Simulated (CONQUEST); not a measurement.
Runs of CONQUEST 1.3 on BaTiO3. It takes space group P4mm (No. 99, tetragonal). Conventional cell: a = 4.000 Å, b = 4.000 Å, c = 4.018 Å, α = 90.00°, β = 90.00°, γ = 90.00°. Ba (site symmetry 4mm) has 12 O at 2.79 to 2.88 Å as nearest neighbours. Ti (site symmetry 4mm) is surrounded by 6 O at 1.89 to 2.13 Å. Around O (site symmetry 2mm) lie 2 Ti at 2.00 Å. Around O (site symmetry 4mm) lie 2 Ti at 1.89 to 2.13 Å. 

```csv
task,level,potentials or basis,cell,k mesh,gap on the mesh (eV),pressure (GPa),V0 of scaled cells (Å³/atom),B0 (GPa),largest force (eV/Å)
single point,PBE,"PseudoDojo NC PBE, SZP, grid cutoff 150 Ha",as given,5 × 5 × 5,1.60,6.5,-,-,0.20
single point,PBE,"PseudoDojo NC PBE, SZP, grid cutoff 150 Ha",as given,7 × 7 × 7,(c),6.5,-,-,0.20
single point,PBE,"PseudoDojo NC PBE, SZ, grid cutoff 150 Ha","atoms moved at random, drawn with an rms of 0.05 Å",7 × 7 × 7,1.52,10.5,-,-,1.12
equation of state,PBEsol,"PseudoDojo NC PBEsol, DZP, grid of 48 × 48 × 48 points",as given,7 × 7 × 7,-,-,12.74,(a),-
equation of state,PBE,"PseudoDojo NC PBE, SZP, grid of 48 × 48 × 48 points",as given,7 × 7 × 7,-,-,(b),155,-
single point,PBE,"PseudoDojo NC PBE, SZP, grid cutoff 150 Ha",as given,4 × 4 × 4,1.43,6.5,-,-,0.27
single point,PBE,"PseudoDojo NC PBE, SZP, grid cutoff 150 Ha",as given,6 × 6 × 6,1.44,6.5,-,-,0.20
single point,PBE,"PseudoDojo NC PBE, SZP, grid cutoff 150 Ha",as given,8 × 8 × 8,1.44,6.5,-,-,0.20
```

Alike in all rows: no spin polarisation; smearing fermi-dirac 0.05 eV.

Q: Estimate the missing entries.

A: (a) 182; (b) 13.34; (c) 1.54.

Caveats: the basis of atomic orbitals isn't converged, which shifts pressures, moduli and gaps; the atomic basis is small (some runs); spin-orbit coupling is left out, which moves the levels of the heavy elements (some runs); an odd mesh through Γ misses points on the zone boundary, where band edges often lie (some runs); the cell was scaled at fixed shape and fractional positions, which overstates the stiffness of a crystal with free parameters, most of all of layers and chains (some runs); the fit is doubtful: noisy points or a state that changes with volume (some runs); the DZP basis gives volumes some 2 % larger than converged bases do, and moduli off by several per cent (some runs).

A k mesh can miss the band edges, and the runs leave out spin-orbit coupling on Ba.
